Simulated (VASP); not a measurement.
**BP in VASP 6.6.1, single-point calculation**

INCAR

```
PREC = Accurate
ISIF = 2
EDIFF = 1E-7
ENCUT = 600
LWAVE = .FALSE.
LCHARG = .FALSE.
LREAL = .FALSE.
METAGGA = R2SCAN
NBANDS = 11
NELM = 120
IBRION = -1
LASPH = .TRUE.
ISMEAR = 0
NSW = 0
ALGO = Normal
SIGMA = 0.01
```

KPOINTS

```
KPOINTS created by Atomic Simulation Environment
0
Gamma
10 10 10
0 0 0
```

POSCAR

```
B  P
 1.0000000000000000
     0.0000000000000000    2.2002661989000001    2.2002661989000001
     2.2002661989000001    0.0000000000000000    2.2002661989000001
     2.2002661989000001    2.2002661989000001    0.0000000000000000
 B   P
   1   1
Cartesian
  0.0000000000000000  0.0000000000000000  0.0000000000000000
  1.1001330994499998  1.1001330994499998  1.1001330994499998
```

The recommended PBE PAW datasets give the neutral cell 8 valence electrons.

Command

```
mpirun -np 1 vasp_std
```

Problem. How does this run end, and what does it give?

Solution. It converged. Results: gap between bands v and c on the k mesh 1.32 eV; least direct gap on the k mesh 3.80 eV; pressure 17.7 GPa. Band v is the last that the valence electrons fill when counted band by band, and c is the next.

OSZICAR

```
N       E                     dE             d eps       ncg     rms          rms(c)
DAV:   1     0.698071237730E+01    0.69807E+01   -0.47002E+03  1034   0.774E+02
DAV:   2    -0.185530823152E+02   -0.25534E+02   -0.23881E+02  1365   0.123E+02
DAV:   3    -0.192244485611E+02   -0.67137E+00   -0.66999E+00  1290   0.175E+01
DAV:   4    -0.192266545273E+02   -0.22060E-02   -0.22057E-02  1188   0.119E+00
DAV:   5    -0.192266640606E+02   -0.95332E-05   -0.95331E-05  1261   0.795E-02    0.902E+00
DAV:   6    -0.172855923276E+02    0.19411E+01   -0.12370E+00  1202   0.616E+00    0.538E+00
DAV:   7    -0.172144608233E+02    0.71132E-01   -0.28984E-01  1237   0.295E+00    0.154E+00
DAV:   8    -0.172108751859E+02    0.35856E-02   -0.18156E-02  1251   0.105E+00    0.191E-01
DAV:   9    -0.172111662790E+02   -0.29109E-03   -0.10218E-03  1237   0.223E-01    0.767E-02
DAV:  10    -0.172112340379E+02   -0.67759E-04   -0.96011E-05  1129   0.697E-02    0.227E-02
DAV:  11    -0.172112327846E+02    0.12532E-05   -0.13168E-05  1252   0.226E-02    0.143E-02
DAV:  12    -0.172112334404E+02   -0.65582E-06   -0.69668E-07  1241   0.621E-03    0.236E-03
DAV:  13    -0.172112336951E+02   -0.25471E-06   -0.18249E-07   656   0.234E-03    0.170E-03
DAV:  14    -0.172112336856E+02    0.95231E-08   -0.85635E-09   604   0.729E-04
   1 F= -.17211234E+02 E0= -.17211234E+02  d E =-.578527E-76
```

Standard output (part)

```
POSCAR found type information on POSCAR B P
 POSCAR found :  2 types and       2 ions
 LDA part: xc-table for (None), standard interpolation
 POSCAR, INCAR and KPOINTS ok, starting setup
 WAVECAR not read
 entering main loop
```

For comparison, a separate r²SCAN run of the intended cell, on usual settings and not on those above, gives a gap of 1.32 eV on its mesh and a pressure of 17.7 GPa.
